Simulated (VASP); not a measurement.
# WS2 (Tungstenite): X-ray absorption with a core hole

Wanted: the near-edge structure of WS2 (Tungstenite). The cell has space group P6_3/mmc. The start is a cell from a database of measured crystal structures.

Program: VASP 6.6.1. Level of theory: r2SCAN, no spin polarisation; plane waves and PAW (W, S), in the first sound run; inputs show where later runs differ. Results are calculated unless marked as measured.

The database entry behind the starting cell differs from later determinations by our own check (an axis about 1.4 % long against later determinations), so it need not match the best structure at ambient conditions.

## (1) The host crystal

It takes space group P6_3/mmc (No. 194, hexagonal). The conventional cell has a = 3.180 Å, b = 3.180 Å, c = 12.500 Å, α = 90.00°, β = 90.00°, γ = 120.00°. Nearest to W lie 6 S at 2.41 Å. Nearest to S lie 3 W at 2.41 Å. Farther neighbours and most contacts between anions are not listed.

As a file:

```cif
data_structure
_symmetry_space_group_name_H-M 'P 1'
_symmetry_Int_Tables_number 1
_cell_length_a 3.1800
_cell_length_b 3.1800
_cell_length_c 12.5000
_cell_angle_alpha 90.000
_cell_angle_beta 90.000
_cell_angle_gamma 120.000
_cell_volume 109.47
loop_
_atom_site_label
_atom_site_type_symbol
_atom_site_fract_x
_atom_site_fract_y
_atom_site_fract_z
_atom_site_occupancy
W1 W 0.33333 0.66667 0.25000 1
W2 W 0.66667 0.33333 0.75000 1
S3 S 0.33333 0.66667 0.62500 1
S4 S 0.66667 0.33333 0.12500 1
S5 S 0.33333 0.66667 0.87500 1
S6 S 0.66667 0.33333 0.37500 1
```

## (2) Relaxation

The atoms are relaxed first inside the given cell, which is kept (ISIF = 2), since core levels depend on the positions.

File INCAR:

```
SYSTEM = WS2
PREC = Accurate
ENCUT = 400
EDIFF = 1E-06
NELM = 100
ISMEAR = 0
SIGMA = 0.05
LREAL = .FALSE.
ALGO = Normal
METAGGA = R2SCAN
LASPH = .TRUE.
NBANDS = 24
LWAVE = .FALSE.
LCHARG = .FALSE.
KPAR = 8
IBRION = 2
NSW = 60
ISIF = 2
EDIFFG = -0.01
```

File POSCAR:

```
WS2
1.0
    3.1800000000      0.0000000000      0.0000000000
   -1.5900000000      2.7539607840      0.0000000000
    0.0000000000      0.0000000000     12.5000000000
W S
2 4
Direct
    0.3333333333      0.6666666667      0.2500000000
    0.6666666667      0.3333333333      0.7500000000
    0.3333333333      0.6666666667      0.6250000000
    0.6666666667      0.3333333333      0.1250000000
    0.3333333333      0.6666666667      0.8750000000
    0.6666666667      0.3333333333      0.3750000000
```

File KPOINTS:

```
Automatic mesh
0
Gamma
7 7 2
0 0 0
```

The projector-augmented-wave data sets are W and S (PBE family, release 64).

Started as:

```
mpirun -np 8 vasp_std
```

Log:

```text
[banner, memory and clock lines left out]
running    8 mpi-ranks, on    1 nodes
 distrk:  each k-point on    1 cores,    8 groups
 distr:  one band on    1 cores,    1 groups

 POSCAR found type information on POSCAR W S
 POSCAR found :  2 types and       6 ions
|                                                                             |
|           W    W    AA    RRRRR   N    N  II  N    N   GGGG   !!!           |
|           W    W   A  A   R    R  NN   N  II  NN   N  G    G  !!!           |
|           W    W  A    A  R    R  N N  N  II  N N  N  G       !!!           |
|           W WW W  AAAAAA  RRRRR   N  N N  II  N  N N  G  GGG   !            |
|           WW  WW  A    A  R   R   N   NN  II  N   NN  G    G                |
|           W    W  A    A  R    R  N    N  II  N    N   GGGG   !!!           |
|                                                                             |
|     For optimal performance we recommend to set                             |
|       NCORE = 2 up to number-of-cores-per-socket                            |
|     NCORE specifies how many cores store one orbital (NPAR=cpu/NCORE).      |
|     This setting can greatly improve the performance of VASP for DFT.       |
|     The default, NCORE=1 might be grossly inefficient on modern             |
|     multi-core architectures or massively parallel machines. Do your        |
|     Unfortunately you need to use the default for GW and RPA                |
|     calculations (for HF NCORE is supported but not extensively tested      |
|     yet).                                                                   |
|                                                                             |

|                                                                             |
|               ----> ADVICE to this user running VASP <----                  |
|                                                                             |
|     You enforced a specific xc type in the INCAR file but a different       |
|     [... a line on the potential file left out ...]
|     I HOPE YOU KNOW WHAT YOU ARE DOING!                                     |
|                                                                             |

 LDA part: xc-table for (None), standard interpolation
 POSCAR, INCAR and KPOINTS ok, starting setup
 FFT: planning ... GRIDC
 FFT: planning ... GRID_SOFT
 FFT: planning ... GRID
 WAVECAR not read
 entering main loop
       N       E                     dE             d eps       ncg     rms          rms(c)
DAV:   1     0.687350246386E+02    0.68735E+02   -0.14449E+04   768   0.111E+03
DAV:   2    -0.134279672466E+03   -0.20301E+03   -0.19447E+03  1056   0.259E+02
DAV:   3    -0.146863235313E+03   -0.12584E+02   -0.12482E+02  1040   0.657E+01
DAV:   4    -0.147161651373E+03   -0.29842E+00   -0.29790E+00  1040   0.112E+01
DAV:   5    -0.147167743320E+03   -0.60919E-02   -0.60862E-02  1048   0.137E+00    0.366E+01
DAV:   6    -0.140548506667E+03    0.66192E+01   -0.11797E+01  1080   0.180E+01    0.192E+01
DAV:   7    -0.140431262194E+03    0.11724E+00   -0.33507E+00  1032   0.115E+01    0.101E+01
DAV:   8    -0.140338758324E+03    0.92504E-01   -0.47596E-01  1096   0.437E+00    0.108E+00
DAV:   9    -0.140333029764E+03    0.57286E-02   -0.63238E-02   992   0.146E+00    0.595E-01
DAV:  10    -0.140333313349E+03   -0.28358E-03   -0.12918E-02  1000   0.688E-01    0.534E-01
DAV:  11    -0.140333381735E+03   -0.68386E-04   -0.69369E-04  1016   0.164E-01    0.397E-01
DAV:  12    -0.140333474613E+03   -0.92878E-04   -0.32438E-04   992   0.112E-01    0.398E-02
DAV:  13    -0.140333481064E+03   -0.64510E-05   -0.46734E-05   976   0.469E-02    0.485E-02
DAV:  14    -0.140333480893E+03    0.17137E-06   -0.23089E-06   808   0.105E-02
   1 F= -.14033348E+03 E0= -.14033348E+03  d E =-.140333E+03
 curvature:   0.00 expect dE= 0.000E+00 dE for cont linesearch  0.000E+00
 trial: gam= 0.00000 g(F)=  0.619E-02 g(S)=  0.000E+00 ort = 0.000E+00 (trialstep = 0.100E+01)
 search vector abs. value=  0.619E-02
 bond charge predicted
       N       E                     dE             d eps       ncg     rms          rms(c)
DAV:   1    -0.140334337912E+03   -0.85685E-03   -0.34203E-01   800   0.281E+00    0.327E-01
DAV:   2    -0.140336441686E+03   -0.21038E-02   -0.18585E-02  1000   0.935E-01    0.439E-01
DAV:   3    -0.140336470098E+03   -0.28412E-04   -0.29999E-04  1024   0.110E-01    0.369E-01
DAV:   4    -0.140336486736E+03   -0.16638E-04   -0.51402E-04   936   0.124E-01    0.982E-02
DAV:   5    -0.140336471085E+03    0.15651E-04   -0.92487E-05   968   0.560E-02    0.295E-02
DAV:   6    -0.140336467341E+03    0.37437E-05   -0.72465E-06   944   0.179E-02    0.184E-02
DAV:   7    -0.140336456605E+03    0.10737E-04   -0.39490E-05   952   0.307E-02    0.842E-03
DAV:   8    -0.140336457479E+03   -0.87478E-06   -0.46630E-06   848   0.128E-02
   2 F= -.14033646E+03 E0= -.14033646E+03  d E =-.297659E-02
 trial-energy change:   -0.002977  1 .order   -0.002954   -0.006188    0.000280
 step:   0.9576(harm=  0.9567)  dis= 0.00827  next Energy=  -140.336463 (dE=-0.298E-02)
 reached required accuracy - stopping structural energy minimisation
```

It took 76 s on 8 MPI ranks of Intel Xeon Platinum 8259CL at 2.50GHz (Skylake/Cascade Lake), shared host; peak memory 1.9 GiB; 8 min of CPU time.

Lines that name or quote the potential files are left out of all logs, and their timing lines are given in words.

From OUTCAR (step 2):

```text
ion  position               nearest neighbor table
   1  0.333  0.667  0.250-   4 2.41   6 2.41   4 2.41   6 2.41   4 2.41   6 2.41
   2  0.667  0.333  0.750-   3 2.41   5 2.41   3 2.41   5 2.41   3 2.41   5 2.41
   3  0.333  0.667  0.625-   2 2.41   2 2.41   2 2.41
   4  0.667  0.333  0.125-   1 2.41   1 2.41   1 2.41
   5  0.333  0.667  0.875-   2 2.41   2 2.41   2 2.41
   6  0.667  0.333  0.375-   1 2.41   1 2.41   1 2.41

  LATTYP: Found a hexagonal cell.
 ALAT       =     3.1800000000
 C/A-ratio  =     3.9308176101

 Subroutine GETGRP returns: Found 24 space group operations
 (whereof 12 operations were pure point group operations)

The static configuration has the point symmetry D_3d.
 The point group associated with its full space group is D_6h.

 Found     16 irreducible k-points:

   k-points           NKPTS =     16   k-points in BZ     NKDIM =     16   number of bands    NBANDS=     24

   dimension x,y,z NGX =    24 NGY =   24 NGZ =   84
   dimension x,y,z NGXF=    48 NGYF=   48 NGZF=  168

   ENCUT  =  400.0 eV  29.40 Ry    5.42 a.u.   5.19  5.19 20.38*2*pi/ulx,y,z

   NELECT =      36.0000    total number of electrons

 k-points in reciprocal lattice and weights: Automatic mesh
   0.00000000  0.00000000  0.00000000       0.010
   0.14285714  0.00000000  0.00000000       0.061
   0.28571429  0.00000000  0.00000000       0.061
   0.42857143  0.00000000  0.00000000       0.061
   0.14285714  0.14285714  0.00000000       0.061
   0.28571429  0.14285714  0.00000000       0.122
   0.42857143  0.14285714  0.00000000       0.061
   0.28571429  0.28571429  0.00000000       0.061
   0.00000000  0.00000000  0.50000000       0.010
[...]
0.42857143  0.14285714  0.50000000       0.061
   0.28571429  0.28571429  0.50000000       0.061

 average (electrostatic) potential at core
       1 -46.0469       2 -46.0469       3 -89.1027       4 -89.1027       5 -89.1027
       6 -89.1027

 E-fermi :   6.1656

 k-point     1 :       0.0000    0.0000    0.0000
  band No.  band energies     occupation
    ...
     14       3.4778      2.00000
     15       3.4778      2.00000
     16       4.2467      2.00000
     17       4.8275      2.00000
     18       5.9313      2.00000
     19       8.3221      0.00000
     20       8.3232      0.00000
     21       8.3321      0.00000
     22       8.3353      0.00000
     23       8.4227      0.00000
    ...

 k-point     2 :       0.1429    0.0000    0.0000
  band No.  band energies     occupation
    ...
     14       3.0015      2.00000
     15       3.5145      2.00000
     16       4.4034      2.00000
     17       4.7700      2.00000
     18       5.2964      2.00000
     19       7.8071      0.00000
     20       8.1274      0.00000
     21       8.1930      0.00000
     22       8.3070      0.00000
     23       8.3176      0.00000
    ...

 k-point     3 :       0.2857    0.0000    0.0000
  band No.  band energies     occupation
    ...
     14       3.1930      2.00000
     15       3.2676      2.00000
     16       3.7570      2.00000
     17       4.0765      2.00000
     18       4.2498      2.00000
     19       7.5400      0.00000
     20       7.8464      0.00000
     21       8.0146      0.00000
     22       8.3755      0.00000
     23       8.6981      0.00000
    ...

  Total       -0.0768929     -0.0768929      0.9621236      0.0000000     -0.0000000      0.0000000
  in kB       -1.1253871     -1.1253871     14.0814238      0.0000000     -0.0000000      0.0000000
  external PRESSURE =       3.9435499 kB  Pullay stress =       0.0000000 kB

  energy-cutoff  :      400.00
  volume of cell :      109.47
      direct lattice vectors                 reciprocal lattice vectors
     3.180000000  0.000000000  0.000000000     0.314465409  0.181556688  0.000000000
    -1.590000000  2.753960784  0.000000000     0.000000000  0.363113377  0.000000000
     0.000000000  0.000000000 12.500000000     0.000000000  0.000000000  0.080000000

 POSITION                                       TOTAL-FORCE (eV/Angst)
 -----------------------------------------------------------------------------------
     -0.00000      1.83597      3.12500        -0.000000      0.000000     -0.000000
      1.59000      0.91799      9.37500         0.000000     -0.000000     -0.000000
     -0.00000      1.83597      7.82114        -0.000000     -0.000000     -0.008098
      1.59000      0.91799      1.57114         0.000000     -0.000000     -0.008098
     -0.00000      1.83597     10.92886        -0.000000      0.000000      0.008098
      1.59000      0.91799      4.67886         0.000000      0.000000      0.008098
 -----------------------------------------------------------------------------------
    total drift:                               -0.000000      0.000000     -0.000000

  FREE ENERGIE OF THE ION-ELECTRON SYSTEM (eV)
  ---------------------------------------------------
  free  energy   TOTEN  =      -140.3364574794 eV

  energy  without entropy=     -140.3364574794  energy(sigma->0) =     -140.33645748

 reached required accuracy - stopping structural energy minimisation

[... 3 further parts left out ...]
```

CONTCAR:

```
WS2
   1.00000000000000
     3.1800000000000002    0.0000000000000000    0.0000000000000000
    -1.5900000000000001    2.7539607840000002    0.0000000000000000
     0.0000000000000000    0.0000000000000000   12.5000000000000000
  W               S
     2     4
Direct
     0.3333333332999970    0.6666666667000030    0.2500000000000000
     0.6666666667000030    0.3333333332999970    0.7500000000000000
     0.3333333332999970    0.6666666667000030    0.6256911215899386
     0.6666666667000030    0.3333333332999970    0.1256911215899386
     0.3333333332999970    0.6666666667000030    0.8743088784100614
     0.6666666667000030    0.3333333332999970    0.3743088784100614
```

The PAW data sets were made with PBE, which is usual practice but a small mismatch for other functionals. The data set W keeps the semicore shell frozen, which is cheaper and a little less accurate. The run keeps the 24 symmetry operations of its start, so it cannot find a distortion of lower symmetry.

Step by step:

| step | energy less that of the first step (eV) | largest force (eV/Å) |
| --- | --- | --- |
| 1 | 0.0000 | 0.1791 |
| 2 | -0.0030 | 0.0081 |

The relaxed structure:

```
W S
1.0
     3.18000    0.00000    0.00000
    -1.59000    2.75396    0.00000
     0.00000    0.00000   12.50000
W S
2 4
Direct
  0.33333 0.66667 0.25000
  0.66667 0.33333 0.75000
  0.33333 0.66667 0.62569
  0.66667 0.33333 0.12569
  0.33333 0.66667 0.87431
  0.66667 0.33333 0.37431
```

This step gave:

```yaml
free_energy_toten: -140.3365 eV
fermi_energy: 6.166 eV
pressure: 0.3944 GPa
```

At r2SCAN, with these data sets, the largest force is down to 0.0081 eV/Å.

(Continued in part 2 of 4.)

[Lines on the potential files, build, host, timing and source positions are cut from VASP's logs without a mark.]

[Logs are printed without paths, hosts, clocks, repeated set-up lines and the standing remarks that a program may print on its own settings, such as how far it seeks lower states.]

[Hosts, paths, dates, database ids (printed as entryN), source tags and the programs' standing remarks are cut or masked in the printed files.]
